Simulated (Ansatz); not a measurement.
The parent structure is BaSnO$_{3}$ in the cubic perovskite structure (space group Pm-3m, No. 221).

```
BaSnO3
1.0
    4.12186     0.00000     0.00000
    0.00000     4.12186     0.00000
    0.00000     0.00000     4.12186
Ba Sn O
1 1 3
Cartesian
  0.00000   0.00000   0.00000
  2.06093   2.06093   2.06093
  0.00000   2.06093   2.06093
  2.06093   2.06093   0.00000
  2.06093   0.00000   2.06093
```

Cartesian axes are those of the cell as printed.

The values are results of Ansatz (an electronic-structure program) PBEsol, no spin-orbit coupling, not measurements.

Before the change:

The band gap is 0.86 eV and the volume per atom is 14.01 Å³.

Now apply this change: tensile biaxial strain of 2.45 % in the plane normal to [001], as in epitaxy on a mismatched substrate; the out-of-plane cell vector and the atoms relax.

### Question
How does this affect the band gap?

### Answer
The band gap falls by 0.43 eV, from 0.86 eV to 0.43 eV.

### Question
Estimate the effect on the volume per atom.

### Answer
The volume per atom rises by 0.498 Å³ (14.01 Å³ → 14.50 Å³).

Stability against distortions was not tested.
